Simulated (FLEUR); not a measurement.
# KBr (Fm-3m) in FLEUR: further runs

One crystal, KBr, is run at these levels: RPBE; tasks: band structure, equation of state.

Everything below comes from runs of FLEUR MaX-R8.1 (later development tree). Logs are shortened: lines on timing, memory, paths and dates and some standing lists are left out, and cuts for length are marked.

## 1. The structure

It takes space group Fm-3m (No. 225, cubic). Conventional cell: a = 6.600 Å, b = 6.600 Å, c = 6.600 Å, α = 90.00°, β = 90.00°, γ = 90.00°. Br (site symmetry m-3m) is surrounded by 6 K at 3.30 Å. Around K (site symmetry m-3m) lie 6 Br at 3.30 Å.

## 2. Band structure, RPBE

File inp.xml:

```xml
<?xml version="1.0" encoding="UTF-8" standalone="no"?>
<fleurInput fleurInputVersion="0.39">
   <comment>
      KBr                                                                                                 
   </comment>
   <calculationSetup>
      <cutoffs Kmax="4.1" Gmax="12.7" GmaxXC="12.7" numbands="0"/>
      <scfLoop itmax="60" minDistance="0.00001" maxIterBroyd="15" imix="Anderson" alpha="0.05" precondParam="0.0" spinf="2.0" sdNocoIR="T"/>
      <coreElectrons ctail="T" frcor="F" kcrel="0" coretail_lmax="0"/>
      <xcFunctional name="Rpbe" relativisticCorrections="F"/>
      <magnetism jspins="1"/>
      <soc l_soc="F" theta="0.0" phi="0.0" spav="F"/>
      <expertModes spex="0" secvar="F"/>
      <geometryOptimization l_f="F" forcealpha="1.0" forcemix="BFGS" epsdisp="0.00001" epsforce="0.00001"/>
      <ldaU l_linMix="F" mixParam="0.05" spinf="1.0"/>
   </calculationSetup>
   <cell>
      <bzIntegration valenceElectrons="26.0" mode="hist" fermiSmearingEnergy="0.00183747">
         <kPointListSelection listName="default-1"/>
         <!-- k-points included here -->
         <xi:include xmlns:xi="http://www.w3.org/2001/XInclude" href="kpts.xml"> </xi:include>
      </bzIntegration>
      <!-- symmetry operations included here -->
      <xi:include xmlns:xi="http://www.w3.org/2001/XInclude" href="sym.xml"> </xi:include>
      <bulkLattice scale="1.0">
         <bravaisMatrix>
[... 30 lines left out ...]
         </electronConfig>
         <energyParameters s="4" p="3" d="3" f="4"/>
         <lo type="SCLO" l="0" n="3" eDeriv="0"/>
         <lo type="HELO" l="1" n="4" eDeriv="0"/>
         <lo type="HELO" l="1" n="4" eDeriv="1"/>
         <lo type="SCLO" l="2" n="3" eDeriv="2"/>
         <lo type="SCLO" l="3" n="4" eDeriv="2"/>
      </species>
   </atomSpecies>
   <atomGroups>
      <atomGroup species="Bromine (Br)">
         <relPos label="                   1">1.000/2.000 1.000/2.000 1.000/2.000</relPos>
         <force calculate="T" relaxXYZ="TTT"/>
      </atomGroup>
      <atomGroup species="Potassium (K)">
         <relPos label="                   2">.0000000000 .0000000000 .0000000000</relPos>
         <force calculate="T" relaxXYZ="TTT"/>
      </atomGroup>
   </atomGroups>
   <output dos="F" band="F" slice="F">
      <checks vchk="F" cdinf="F"/>
      <bandDOS minEnergy="-.5*Htr" maxEnergy="0.5*Htr" sigma="0.015" storeEVData="T"/>
      <vacuumDOS vacdos="F" integ="F" star="F" nstars="0" locx1="0.0" locy1="0.0" locx2="0.0" locy2="0.0" nstm="0" tworkf="0.0"/>
      <unfoldingBand unfoldBand="F" supercellX="1" supercellY="1" supercellZ="1"/>
      <plotting iplot="0" polar="F">
         <plot TwoD="T" vec1="  1.0  0.0  0.0" vec2="  0.0  1.0  0.0" vec3="  0.0  0.0  1.0" zero="  0.0  0.0  0.0" file="plot"/>
      </plotting>
      <chargeDensitySlicing numkpt="0" minEigenval="0.0" maxEigenval="0.0" nnne="0" pallst="F"/>
      <specialOutput eonly="F"/>
      <moessbauerParams electricFieldGradient="T" isomerShift="T" coreHyperfine="T" valenceHyperfine="T"/>
      <magneticCircularDichroism mcd="F" energyLo="-10.0" energyUp="0.0"/>
   </output>
  <!-- We include the file relax.xml here to enable relaxations (see documentation) -->
  <xi:include xmlns:xi="http://www.w3.org/2001/XInclude" href="relax.xml"> <xi:fallback/> </xi:include>
</fleurInput>
```

File crystal.txt:

```
KBr
&input cartesian=F /
0.0000000000  3.3000000000  3.3000000000
3.3000000000  0.0000000000  3.3000000000
3.3000000000  3.3000000000  0.0000000000
1.8897261246
1.0 1.0 1.0

2
35 0.5000000000  0.5000000000  0.5000000000
19 0.0000000000  0.0000000000  0.0000000000

&kpt div1=7 div2=7 div3=7 gamma=T /
```

File inp.xml (bands):

```
<?xml version="1.0" encoding="UTF-8" standalone="no"?>
<fleurInput fleurInputVersion="0.39">
   <comment>
      KBr                                                                                                 
   </comment>
   <calculationSetup>
      <cutoffs Kmax="4.1" Gmax="12.7" GmaxXC="12.7" numbands="0"/>
      <scfLoop itmax="60" minDistance="0.00001" maxIterBroyd="15" imix="Anderson" alpha="0.05" precondParam="0.0" spinf="2.0" sdNocoIR="T"/>
      <coreElectrons ctail="T" frcor="F" kcrel="0" coretail_lmax="0"/>
      <xcFunctional name="Rpbe" relativisticCorrections="F"/>
      <magnetism jspins="1"/>
      <soc l_soc="F" theta="0.0" phi="0.0" spav="F"/>
      <expertModes spex="0" secvar="F"/>
      <geometryOptimization l_f="F" forcealpha="1.0" forcemix="BFGS" epsdisp="0.00001" epsforce="0.00001"/>
      <ldaU l_linMix="F" mixParam="0.05" spinf="1.0"/>
   </calculationSetup>
   <cell>
      <bzIntegration valenceElectrons="26.0" mode="hist" fermiSmearingEnergy="0.00183747">
         <kPointListSelection listName="path-1"/>
         <!-- k-points included here -->
         <xi:include xmlns:xi="http://www.w3.org/2001/XInclude" href="kpts.xml"> </xi:include>
      </bzIntegration>
      <!-- symmetry operations included here -->
      <xi:include xmlns:xi="http://www.w3.org/2001/XInclude" href="sym.xml"> </xi:include>
      <bulkLattice scale="1.0">
[... 31 lines left out ...]
         </electronConfig>
         <energyParameters s="4" p="3" d="3" f="4"/>
         <lo type="SCLO" l="0" n="3" eDeriv="0"/>
         <lo type="HELO" l="1" n="4" eDeriv="0"/>
         <lo type="HELO" l="1" n="4" eDeriv="1"/>
         <lo type="SCLO" l="2" n="3" eDeriv="2"/>
         <lo type="SCLO" l="3" n="4" eDeriv="2"/>
      </species>
   </atomSpecies>
   <atomGroups>
      <atomGroup species="Bromine (Br)">
         <relPos label="                   1">1.000/2.000 1.000/2.000 1.000/2.000</relPos>
         <force calculate="T" relaxXYZ="TTT"/>
      </atomGroup>
      <atomGroup species="Potassium (K)">
         <relPos label="                   2">.0000000000 .0000000000 .0000000000</relPos>
         <force calculate="T" relaxXYZ="TTT"/>
      </atomGroup>
   </atomGroups>
   <output dos="F" band="T" slice="F">
      <checks vchk="F" cdinf="F"/>
      <bandDOS minEnergy="-.5*Htr" maxEnergy="0.5*Htr" sigma="0.015" storeEVData="T"/>
      <vacuumDOS vacdos="F" integ="F" star="F" nstars="0" locx1="0.0" locy1="0.0" locx2="0.0" locy2="0.0" nstm="0" tworkf="0.0"/>
      <unfoldingBand unfoldBand="F" supercellX="1" supercellY="1" supercellZ="1"/>
      <plotting iplot="0" polar="F">
         <plot TwoD="T" vec1="  1.0  0.0  0.0" vec2="  0.0  1.0  0.0" vec3="  0.0  0.0  1.0" zero="  0.0  0.0  0.0" file="plot"/>
      </plotting>
      <chargeDensitySlicing numkpt="0" minEigenval="0.0" maxEigenval="0.0" nnne="0" pallst="F"/>
      <specialOutput eonly="F"/>
      <moessbauerParams electricFieldGradient="T" isomerShift="T" coreHyperfine="T" valenceHyperfine="T"/>
      <magneticCircularDichroism mcd="F" energyLo="-10.0" energyUp="0.0"/>
   </output>
  <!-- We include the file relax.xml here to enable relaxations (see documentation) -->
  <xi:include xmlns:xi="http://www.w3.org/2001/XInclude" href="relax.xml"> <xi:fallback/> </xi:include>
</fleurInput>
```

Potentials or basis: all-electron, FLAPW.

Started as:

```sh
$ inpgen -f crystal.txt -profile fastHighL
$ # inp.xml edited to the form shown
$ fleur_MPI
$ fleur_MPI   # second run, on inp.xml (bands)
```

The log of the run:

```text
Welcome to FLEUR        (www.flapw.de)
      MaX-Release 8.1          (www.max-centre.eu)

 ========== k-point set info ==========
 Selected k-point list: default-1
 k-point list type: mesh
 7 x 7 x 7
 Number of k points: 20

 ------------Calculation Setup---------------------------
 Number of MPI-tasks      :            1
 Number of PE/node        :            1
 Number of OMP-threads    :            1
 Most efficient MPI parallelization for:
           1           2           4           5          10          20
 Additional eigenvalue parallelization possible
 Number of basis functions:          642
 Approximate size of matrices (H+S) per k-point:         0.006 GB
 --------------------------------------------------------
 Iteration:     1   Distance:       3.19446423 me/bohr^3
 Iteration:     2   Distance:       2.89004610 me/bohr^3
 Iteration:     3   Distance:       1.42972982 me/bohr^3
 Iteration:     4   Distance:       0.62168983 me/bohr^3
 Iteration:     5   Distance:       0.59117836 me/bohr^3
 Iteration:     6   Distance:       0.09939669 me/bohr^3
 Iteration:     7   Distance:       0.08317822 me/bohr^3
 Iteration:     8   Distance:       0.02836880 me/bohr^3
 Iteration:     9   Distance:       0.02291435 me/bohr^3
 Iteration:    10   Distance:       0.00334060 me/bohr^3
 Iteration:    11   Distance:       0.00337079 me/bohr^3
 Iteration:    12   Distance:       0.00107377 me/bohr^3
 Iteration:    13   Distance:       0.00048071 me/bohr^3
 Iteration:    14   Distance:       0.00016297 me/bohr^3
 Iteration:    15   Distance:       0.00001437 me/bohr^3
 Iteration:    16   Distance:       0.00001334 me/bohr^3
 Iteration:    17   Distance:       0.00000618 me/bohr^3

 ********************************************************************
 Run finished successfully
 Stop message:
   all done
 ********************************************************************
```

Run time: 69 s. Hardware: 1 thread of Arm Neoverse V1, shared host; peak memory 0.08 GiB.

What came out:

```yaml
Free_energy: -87329.2907 eV
Band_gap_on_the_k_mesh: 5.05 eV, direct
Band_gap_along_the_path: 5.05 eV, direct
Valence_electrons_inside_the_program's_atomic_spheres: Br 16.22; K 7.84 (radii Br 2.66, K 2.66 bohr)
```

Levels at the corners of the path, in eV from the valence-band top:
```tsv
point	band 10	band 11	band 12	band 13	band 14	band 15	band 16	band 17
Γ	-11.27	0.00	0.00	0.00	5.05	8.01	8.01	8.01
X	-11.30	-0.75	-0.27	-0.27	6.36	7.69	9.61	9.96
W	-11.17	-0.54	-0.54	-0.49	7.86	7.86	8.69	9.39
K	-11.19	-0.64	-0.59	-0.31	7.08	8.62	8.96	9.53
Γ	-11.27	0.00	0.00	0.00	5.05	8.01	8.01	8.01
L	-11.01	-1.07	-0.31	-0.31	7.13	8.72	10.11	10.11
U	-11.19	-0.64	-0.59	-0.31	7.08	8.62	8.96	9.53
W	-11.17	-0.54	-0.54	-0.49	7.86	7.86	8.69	9.39
L	-11.01	-1.07	-0.31	-0.31	7.13	8.72	10.11	10.11
K	-11.19	-0.64	-0.59	-0.31	7.08	8.62	8.96	9.53
U	-11.19	-0.64	-0.59	-0.31	7.08	8.62	8.96	9.53
X	-11.30	-0.75	-0.27	-0.27	6.36	7.69	9.61	9.96
```

Core levels (eV from the Fermi level):
```tsv
atom	levels
1 Br	1s1/2 -13305.5, 2s1/2 -1723.3, 2p1/2 -1550.1, 2p3/2 -1502.6, 3s1/2 -229.4, 3p1/2 -169.2, 3p3/2 -162.4
2 K	1s1/2 -3514.2, 2s1/2 -345.3, 2p1/2 -273.5, 2p3/2 -270.7
```

## 3. Equation of state, RPBE, 33.78 Å³/atom (volume scaled by 0.94)

Changes to inp.xml since step 2:

```diff
@@ -24,3 +24,3 @@
       <xi:include xmlns:xi="http://www.w3.org/2001/XInclude" href="sym.xml"> </xi:include>
-      <bulkLattice scale="1.0">
+      <bulkLattice scale="0.9795861087">
          <bravaisMatrix>
```

Potentials or basis: all-electron, FLAPW.

Started as:

```sh
$ inpgen -f crystal.txt -profile fastHighL
$ # inp.xml edited to the form shown
$ fleur_MPI
```

Wall time 48 s (1 thread of Arm Neoverse V1, shared host); peak memory 0.08 GiB.

The run converged. Its results:

```
Free energy                                           : -87329.2159 eV
Band gap on the k mesh                                : 5.24 eV, direct
Valence electrons inside the program's atomic spheres : Br 16.24; K 7.86 (radii Br 2.66, K 2.66 bohr)
```

## 4. Equation of state, RPBE, 34.50 Å³/atom (volume scaled by 0.96)

Changes to inp.xml since step 3:

```diff
@@ -24,3 +24,3 @@
       <xi:include xmlns:xi="http://www.w3.org/2001/XInclude" href="sym.xml"> </xi:include>
-      <bulkLattice scale="0.9795861087">
+      <bulkLattice scale="0.9864848297">
          <bravaisMatrix>
```

Started as:

```sh
$ inpgen -f crystal.txt -profile fastHighL
$ # inp.xml edited to the form shown
$ fleur_MPI
```

It took 54 s on 1 thread of Arm Neoverse V1, shared host; peak memory 0.08 GiB.

Results (log left out):

```
Free energy                                           : -87329.2450 eV
Band gap on the k mesh                                : 5.17 eV, direct
Valence electrons inside the program's atomic spheres : Br 16.23; K 7.85 (radii Br 2.66, K 2.66 bohr)
```

Caveat: an odd mesh through Γ misses points on the zone boundary, where band edges often lie.

## 5. Equation of state, RPBE, 35.94 Å³/atom

Changes to inp.xml since step 4:

```diff
@@ -24,3 +24,3 @@
       <xi:include xmlns:xi="http://www.w3.org/2001/XInclude" href="sym.xml"> </xi:include>
-      <bulkLattice scale="0.9864848297">
+      <bulkLattice scale="1.0000000000">
          <bravaisMatrix>
```

Started as:

```sh
$ inpgen -f crystal.txt -profile fastHighL
$ # inp.xml edited to the form shown
$ fleur_MPI
```

It took 60 s on 1 thread of Arm Neoverse V1, shared host; peak memory 0.08 GiB.

Results (log left out):

| Property | Result |
| --- | --- |
| Free energy | -87329.2907 eV |
| Band gap on the k mesh | 5.05 eV, direct |
| Valence electrons inside the program's atomic spheres | Br 16.22; K 7.84 (radii Br 2.66, K 2.66 bohr) |

Caveat: an odd mesh through Γ misses points on the zone boundary, where band edges often lie.

## 6. Equation of state, RPBE, 37.37 Å³/atom (volume scaled by 1.04)

Changes to inp.xml since step 5:

```diff
@@ -24,3 +24,3 @@
       <xi:include xmlns:xi="http://www.w3.org/2001/XInclude" href="sym.xml"> </xi:include>
-      <bulkLattice scale="1.0000000000">
+      <bulkLattice scale="1.0131594038">
          <bravaisMatrix>
```

Potentials or basis: all-electron, FLAPW.

Started as:

```sh
$ inpgen -f crystal.txt -profile fastHighL
$ # inp.xml edited to the form shown
$ fleur_MPI
```

Wall time 63 s (1 thread of Arm Neoverse V1, shared host); peak memory 0.08 GiB.

The run converged. Its results:

| Quantity | Value |
| --- | --- |
| Free energy | -87329.3223 eV |
| Band gap on the k mesh | 4.93 eV, direct |
| Valence electrons inside the program's atomic spheres | Br 16.21; K 7.83 (radii Br 2.66, K 2.66 bohr) |

Caveat: an odd mesh through Γ misses points on the zone boundary, where band edges often lie.

## 7. Equation of state, RPBE, 38.09 Å³/atom (volume scaled by 1.06)

Changes to inp.xml since step 6:

```diff
@@ -24,3 +24,3 @@
       <xi:include xmlns:xi="http://www.w3.org/2001/XInclude" href="sym.xml"> </xi:include>
-      <bulkLattice scale="1.0131594038">
+      <bulkLattice scale="1.0196128224">
          <bravaisMatrix>
```

Started as:

```sh
$ inpgen -f crystal.txt -profile fastHighL
$ # inp.xml edited to the form shown
$ fleur_MPI
```

Run time: 66 s. Hardware: 1 thread of Arm Neoverse V1, shared host; peak memory 0.08 GiB.

Results (log left out):

```yaml
Free_energy: -87329.3336 eV
Band_gap_on_the_k_mesh: 4.87 eV, direct
Valence_electrons_inside_the_program's_atomic_spheres: Br 16.20; K 7.83 (radii Br 2.66, K 2.66 bohr)
```

Caveat: an odd mesh through Γ misses points on the zone boundary, where band edges often lie.

## 8. Equation of state, RPBE

Potentials or basis: all-electron, FLAPW.

This step only gathers the single runs of the series.

Results:

```yaml
Equilibrium_volume: "41.44 Å³/atom (rough: see the caveat)"
Bulk_modulus: 10.9 GPa (rough)
```

Energy against volume, from the lowest point:
```csv
volume (Å³/atom),energy (meV/atom)
33.781,58.87
34.500,44.31
35.937,21.45
37.374,5.64
38.093,0.00
```

Caveat: the minimum lies outside the volumes run.
